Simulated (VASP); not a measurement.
# Ir (P6_3/mmc) in VASP: a series of runs

One crystal, Ir, is run at these levels: PBE; tasks: single point.

Program: VASP 6.6.1. These are calculated values, not measurements. Logs are shortened: lines on timing, memory, paths and dates and some standing lists are left out, and cuts for length are marked.

### Step 1. The structure

It takes space group P6_3/mmc (No. 194, hexagonal). The conventional cell has a = 2.751 Å, b = 2.751 Å, c = 4.462 Å, α = 90.00°, β = 90.00°, γ = 120.00°. Ir (site symmetry -6m2) has 12 Ir at 2.74 to 2.75 Å as nearest neighbours.

This isn't the form of Ir at room conditions, which is fcc.

### Step 2. Single point, PBE

Contents of INCAR:

```
SYSTEM = Ir
ADDGRID = .FALSE. ; ALGO = Normal
EDIFF = 0.001 ; ENCUT = 460
GGA = PE ; ISIF = 2
ISMEAR = 0 ; LASPH = .TRUE.
LCHARG = .FALSE. ; LREAL = .FALSE.
LWAVE = .FALSE. ; NELM = 100
PREC = Accurate ; SIGMA = 0.2
```

Contents of KPOINTS:

```
k-points
0
G
  7 7 4
  0 0 0
```

Contents of POSCAR:

```
Ir
1.0
    2.7513778946      0.0000000000      0.0000000000
   -1.3756889473      2.3827631521      0.0000000000
    0.0000000000      0.0000000000      4.4622900000
Ir
2
Direct
    0.3583140000      0.6617470000      0.2121330000
    0.6598720000      0.3587530000      0.7691070000
```

Potentials or basis: VASP PAW PBE potentials, release 64 (Ir).

Launch:

```
$ cat potpaw_PBE.64/Ir/POTCAR > POTCAR
$ mpirun -np 1 vasp_std > vasp.out
```

OUTCAR:

```text
SYSTEM = Ir
   EDIFF = 0.001
   ENCUT = 460
   GGA = PE
   ISIF = 2
   ISMEAR = 0
   LASPH = .TRUE.
   LREAL = .FALSE.
   NELM = 100
   PREC = Accurate

 Found     99 irreducible k-points:

 Following reciprocal coordinates:
            Coordinates               Weight
  0.000000  0.000000  0.000000      1.000000
  0.142857  0.000000  0.000000      2.000000
  0.000000  0.142857  0.000000      2.000000
 -0.142857  0.142857  0.000000      2.000000
  0.285714 -0.000000  0.000000      2.000000
  0.000000  0.285714  0.000000      2.000000
   k-points           NKPTS =     99   k-points in BZ     NKDIM =     99   number of bands    NBANDS=     13
   number of dos      NEDOS =    301   number of ions     NIONS =      2
   total plane-waves  NPLWV =  12800
   dimension x,y,z NGX =    20 NGY =   20 NGZ =   32
   dimension x,y,z NGXF=    40 NGYF=   40 NGZF=   64
   ions per type =               2
   NGX,Y,Z   is equivalent  to a cutoff of  12.08, 12.08, 11.92 a.u.
   NGXF,Y,Z  is equivalent  to a cutoff of  24.17, 24.17, 23.84 a.u.
 SYSTEM =  Ir
   PREC   = accura    normal or accurate (medium, high low for compatibility)
   ISTART =      0    job   : 0-new  1-cont  2-samecut
   ICHARG =      2    charge: 1-file 2-atom 10-const
   ISPIN  =      1    spin polarized calculation?
   LNONCOLLINEAR =      F non collinear calculations
   LSORBIT =      F    spin-orbit coupling
   LASPH  =      T    aspherical Exc in radial PAW
   ENCUT  =  460.0 eV  33.81 Ry    5.81 a.u.   4.81  4.81  7.80*2*pi/ulx,y,z
   NELM   =    100;   NELMIN=  2; NELMDL= -5     # of ELM steps
   EDIFF  = 0.1E-02   stopping-criterion for ELM
   LREAL  =      F    real-space projection
   EDIFFG = 0.1E-01   stopping-criterion for IOM
   NSW    =      0    number of steps for IOM
   IBRION =     -1    ionic relax: 0-MD 1-quasi-New 2-CG
   NFREE  =      0    steps in history (QN), initial steepest desc. (CG)
   ISIF   =      2    stress and relaxation
   ISYM   =      2    0-nonsym 1-usesym 2-fastsym
   POTIM  = 0.5000    time-step for ionic-motion
   TEBEG  =    0.0;   TEEND  =   0.0 temperature during run
   PSTRESS=    0.0 pullay stress
   NELECT =      18.0000    total number of electrons
   NUPDOWN=      -1.0000    fix difference up-down
   EMIN   =  10.00;   EMAX   =-10.00  energy-range for DOS
   EFERMI =   0.00;   METHOD = LEGACY
   ISMEAR =     0;   SIGMA  =   0.20  broadening in eV -4-tet -1-fermi 0-gaus
   EFERMI_NEDOS =   21; number of points for ismear=-14 and -15
   IALGO  =     38    algorithm
   IMIX   =      4    mixing-type and parameters
     AMIX     =   0.40;   BMIX     =  1.00
     AMIX_MAG =   1.60;   BMIX_MAG =  1.00
  volume/ion in A,a.u.               =      14.63        98.71
  Fermi-wavevector in a.u.,A,eV,Ry     =   1.392417  2.631287 26.379323  1.938826
  Thomas-Fermi vector in A             =   2.516162
   LORBIT       =      0    0 simple, 1 ext, 2 COOP (PROOUT), +10 PAW based schemes
   GGA     = PE    functional components
   LHFCALC =     F    Hartree Fock is set to
   AEXX    =    0.0000 exact exchange contribution
   IVDW    =     0    specifies the selected vdW correction
   LEPSILON=     F    determine dielectric tensor
   LRPA    =     F    only Hartree local field effects (RPA)
 non-spin polarized calculation
 Gauss-broadening in eV      SIGMA  =   0.20
  energy-cutoff  :      460.00
  volume of cell :       29.25
 maximum number of plane-waves:       672
   NGX =  9   NGY =  9   NGZ = 15

 number of electron      18.0000000 magnetization

 Free energy of the ion-electron system (eV)
  ---------------------------------------------------
  ext. energy  EPLUGINS =         0.00000000
  ---------------------------------------------------
  free energy    TOTEN  =       -17.12301875 eV

  energy without entropy =      -17.08959658  energy(sigma->0) =      -17.10630767

 E-fermi :  10.0556     XC(G=0): -13.7469

 val. band max:       10.0117057146   @ k =  -0.4286   0.4286   0.0000
 cond. band min:      10.0727049012   @ k =   0.0000   0.0000   0.2500
 fundamental gap:      0.0609991866
 Fermi energy:        10.0555537496

 k-point     1 :       0.0000    0.0000    0.0000
  band No.  band energies     occupation
      1      -0.9574      2.00000
      2       1.9048      2.00000
      3       5.8698      2.00000
      4       5.9985      2.00000
      5       6.0890      2.00000
      6       6.3108      2.00000
      7       6.6662      2.00000
      8       7.7618      2.00000
      9       8.4177      2.00000
     10       9.5841      1.99914
     11       9.9349      1.60641
     12      10.8355      0.00000
     13      16.0356      0.00000

 k-point     2 :       0.1429    0.0000    0.0000
  band No.  band energies     occupation
      1      -0.2124      2.00000
      2       2.4951      2.00000
      3       5.1467      2.00000
      4       5.9608      2.00000
      5       6.2406      2.00000
      6       6.6575      2.00000
      7       6.9822      2.00000
      8       7.1115      2.00000
      9       7.9871      2.00000
     10       8.2458      2.00000
     11      10.7576      0.00000
     12      13.2259      0.00000
     13      16.1826      0.00000

 k-point     3 :       0.0000    0.1429    0.0000
  band No.  band energies     occupation
      1      -0.2122      2.00000
      2       2.4966      2.00000
      3       5.1466      2.00000
      4       5.9566      2.00000
      5       6.2404      2.00000
      6       6.6590      2.00000
      7       6.9877      2.00000
      8       7.1142      2.00000
      9       7.9858      2.00000
     10       8.2421      2.00000
     11      10.7472      0.00000
     12      13.2346      0.00000
     13      16.1826      0.00000

 k-point     4 :      -0.1429    0.1429    0.0000
  band No.  band energies     occupation
      1      -0.1994      2.00000
      2       2.5681      2.00000
      3       5.1272      2.00000
      4       5.6939      2.00000
      5       6.5208      2.00000
      6       6.7734      2.00000
      7       6.9020      2.00000
      8       7.3852      2.00000
      9       7.7416      2.00000
     10       8.1558      2.00000
     11      10.3573      0.03287
     12      13.6184      0.00000
     13      16.1954      0.00000

 k-point     5 :       0.2857   -0.0000    0.0000
  band No.  band energies     occupation
      1       1.4777      2.00000
      2       3.0095      2.00000
      3       4.1002      2.00000
      4       5.6004      2.00000
      5       5.9520      2.00000
      6       6.2485      2.00000
      7       7.4887      2.00000
      8       8.3285      2.00000
      9       8.5739      2.00000
     10       9.2100      2.00000
     11      10.9780      0.00000
     12      16.1581      0.00000
     13      16.7696      0.00000

 k-point     6 :       0.0000    0.2857    0.0000
  band No.  band energies     occupation
      1       1.4798      2.00000
      2       3.0140      2.00000
      3       4.1035      2.00000
      4       5.5969      2.00000
      5       5.9514      2.00000
      6       6.2482      2.00000
      7       7.4800      2.00000
      8       8.3284      2.00000
      9       8.5765      2.00000
     10       9.2093      2.00000
     11      10.9701      0.00000
     12      16.1613      0.00000
     13      16.7772      0.00000

 [... further k-points ...]
[... 5 lines left out ...]
  --------------------------------------------------------------------------------------
  -------------------------------------------------------------------------------------
  Total        1.5752033      0.9451137      4.1154480     -0.5534602      0.8628095     -1.5291631
  in kB       86.2697005     51.7613666    225.3921530    -30.3115439     47.2537844    -83.7481977
  external PRESSURE =     121.1410734 kB  Pullay stress =       0.0000000 kB

 VOLUME and BASIS-vectors are now :
 -----------------------------------------------------------------------------
  energy-cutoff  :      460.00
  volume of cell :       29.25
      direct lattice vectors                 reciprocal lattice vectors
     2.751377895  0.000000000  0.000000000     0.363454254  0.209840411  0.000000000
    -1.375688947  2.382763152  0.000000000     0.000000000  0.419680823  0.000000000
     0.000000000  0.000000000  4.462290000     0.000000000  0.000000000  0.224100182

 POSITION                                       TOTAL-FORCE (eV/Angst)
 -----------------------------------------------------------------------------------
      0.07550      1.57679      0.94660        -0.922066      0.519492      3.865067
      1.32202      0.85482      3.43198         0.922066     -0.519492     -3.865067
 -----------------------------------------------------------------------------------
    total drift:                               -0.000001     -0.000004     -0.000001

  FREE ENERGIE OF THE ION-ELECTRON SYSTEM (eV)
  ---------------------------------------------------
  free  energy   TOTEN  =       -17.1230187549 eV

  energy  without entropy=      -17.0895965782  energy(sigma->0) =      -17.10630767
```

It took 15 s on 1 thread of Intel Xeon Platinum 8375C at 2.90GHz (Ice Lake), shared host; peak memory 0.15 GiB.

The run converged, but some of its settings lie outside the range that counts as converged, so its numbers aren't taken as properties of the crystal.

Results:

```yaml
Free_energy: -17.1230 eV
Pressure: 12.1 GPa
Largest_force: 4.007 eV/Å
Band_gap_on_the_k_mesh: none (metal or under the smearing width)
```

Caveat: the k mesh is coarse (spacing up to 0.38 Å⁻¹), so the values aren't converged.

### Step 3. Single point, PBE

INCAR, as its differences from that of step 2:

```diff
@@ -2,3 +2,3 @@
 ADDGRID = .FALSE. ; ALGO = Normal
-EDIFF = 0.001 ; ENCUT = 460
+EDIFF = 1E-4 ; ENCUT = 460
 GGA = PE ; ISIF = 2
```

KPOINTS is that of step 2.

Contents of POSCAR:

```
Ir
1.0
    2.7513778946      0.0000000000      0.0000000000
   -1.3756889473      2.3827631521      0.0000000000
    0.0000000000      0.0000000000      4.4622900000
Ir
2
Direct
    0.3333333333      0.6666666667      0.2500000000
    0.6666666667      0.3333333333      0.7500000000
```

Potentials or basis: VASP PAW PBE potentials, release 64 (Ir).

Launch:

```
$ cat potpaw_PBE.64/Ir/POTCAR > POTCAR
$ mpirun -np 1 vasp_std > vasp.out
```

Run time: 7.6 s. Hardware: 1 thread of Intel Xeon Platinum 8375C at 2.90GHz (Ice Lake), shared host; peak memory 0.13 GiB.

These settings aren't checked as converged: the numbers below hold their error.

Results:

* Free energy: -17.6704 eV
* Pressure: -2.1 GPa
* Band gap on the k mesh: none (metal or under the smearing width)

Caveat: the k mesh is coarse (spacing up to 0.38 Å⁻¹), so the values aren't converged.

### Step 4. Single point, PBE

INCAR is that of step 3.

KPOINTS is that of step 3.

Contents of POSCAR:

```
Ir
1.0
    2.7513778946      0.0000000000      0.0000000000
   -1.3756889473      2.3827631521      0.0000000000
    0.0000000000      0.0000000000      4.4622900000
Ir
2
Direct
    0.3583140000      0.6617470000      0.2121330000
    0.6598720000      0.3587530000      0.7691070000
```

Potentials or basis: VASP PAW PBE potentials, release 64 (Ir).

Launch:

```
$ cat potpaw_PBE.64/Ir/POTCAR > POTCAR
$ mpirun -np 1 vasp_std > vasp.out
```

OUTCAR:

```text
SYSTEM = Ir
   EDIFF = 1E-4
   ENCUT = 460
   GGA = PE
   ISIF = 2
   ISMEAR = 0
   LASPH = .TRUE.
   LREAL = .FALSE.
   NELM = 100
   PREC = Accurate

 Found     99 irreducible k-points:

 Following reciprocal coordinates:
            Coordinates               Weight
  0.000000  0.000000  0.000000      1.000000
  0.142857  0.000000  0.000000      2.000000
  0.000000  0.142857  0.000000      2.000000
 -0.142857  0.142857  0.000000      2.000000
  0.285714 -0.000000  0.000000      2.000000
  0.000000  0.285714  0.000000      2.000000
[... 166 lines left out ...]
     11      10.9709      0.00000
     12      16.1631      0.00000
     13      16.7785      0.00000

 [... further k-points ...]
[... 5 lines left out ...]
  --------------------------------------------------------------------------------------
  -------------------------------------------------------------------------------------
  Total        1.5356228      0.9053377      4.0910659     -0.5536556      0.8634506     -1.5301901
  in kB       84.1019801     49.5829406    224.0568120    -30.3222439     47.2888963    -83.8044488
  external PRESSURE =     119.2472442 kB  Pullay stress =       0.0000000 kB

 VOLUME and BASIS-vectors are now :
 -----------------------------------------------------------------------------
  energy-cutoff  :      460.00
  volume of cell :       29.25
      direct lattice vectors                 reciprocal lattice vectors
     2.751377895  0.000000000  0.000000000     0.363454254  0.209840411  0.000000000
    -1.375688947  2.382763152  0.000000000     0.000000000  0.419680823  0.000000000
     0.000000000  0.000000000  4.462290000     0.000000000  0.000000000  0.224100182

 POSITION                                       TOTAL-FORCE (eV/Angst)
 -----------------------------------------------------------------------------------
      0.07550      1.57679      0.94660        -0.922168      0.519506      3.837106
      1.32202      0.85482      3.43198         0.922168     -0.519506     -3.837106
 -----------------------------------------------------------------------------------
    total drift:                               -0.000001     -0.000004     -0.000001

  FREE ENERGIE OF THE ION-ELECTRON SYSTEM (eV)
  ---------------------------------------------------
  free  energy   TOTEN  =       -17.1230519372 eV

  energy  without entropy=      -17.0896356719  energy(sigma->0) =      -17.10634380
```

OSZICAR:

```text
N       E                     dE             d eps       ncg     rms          rms(c)
DAV:   1     0.144304683832E+03    0.14430E+03   -0.79684E+03  2574   0.126E+03
DAV:   2    -0.120365897367E+02   -0.15634E+03   -0.14382E+03  2674   0.360E+02
DAV:   3    -0.180874794417E+02   -0.60509E+01   -0.56573E+01  3144   0.785E+01
DAV:   4    -0.181929237478E+02   -0.10544E+00   -0.10483E+00  2762   0.968E+00
DAV:   5    -0.181949627890E+02   -0.20390E-02   -0.20386E-02  3193   0.130E+00    0.222E+01
DAV:   6    -0.173059739776E+02    0.88899E+00   -0.14132E+00  2989   0.165E+01    0.948E+00
DAV:   7    -0.171346622143E+02    0.17131E+00   -0.48848E-01  3159   0.919E+00    0.208E+00
DAV:   8    -0.171235922802E+02    0.11070E-01   -0.98391E-03  2834   0.117E+00    0.213E-01
DAV:   9    -0.171230398441E+02    0.55244E-03   -0.20256E-03  3174   0.644E-01    0.275E-02
DAV:  10    -0.171230519372E+02   -0.12093E-04   -0.24920E-05  1507   0.510E-02
   1 F= -.17123052E+02 E0= -.17106344E+02  d E =-.334163E-01
```

stdout:

```text
POSCAR found type information on POSCAR Ir
 POSCAR found :  1 types and       2 ions
 scaLAPACK will be used
 LDA part: xc-table for (Slater+PW92), standard interpolation
 POSCAR, INCAR and KPOINTS ok, starting setup
 FFT: planning ... GRIDC
 FFT: planning ... GRID_SOFT
 FFT: planning ... GRID
 WAVECAR not read
 entering main loop
```

Wall time 18 s (1 thread of Intel Xeon Platinum 8375C at 2.90GHz (Ice Lake), shared host); peak memory 0.15 GiB.

These settings aren't checked as converged: the numbers below hold their error.

What came out:

```
Free energy            : -17.1231 eV
Pressure               : 11.9 GPa
Largest force          : 3.980 eV/Å
Band gap on the k mesh : none (metal or under the smearing width)
```

Caveat: the k mesh is coarse (spacing up to 0.38 Å⁻¹), so the values aren't converged.

(Continued in part 2 of 3.)
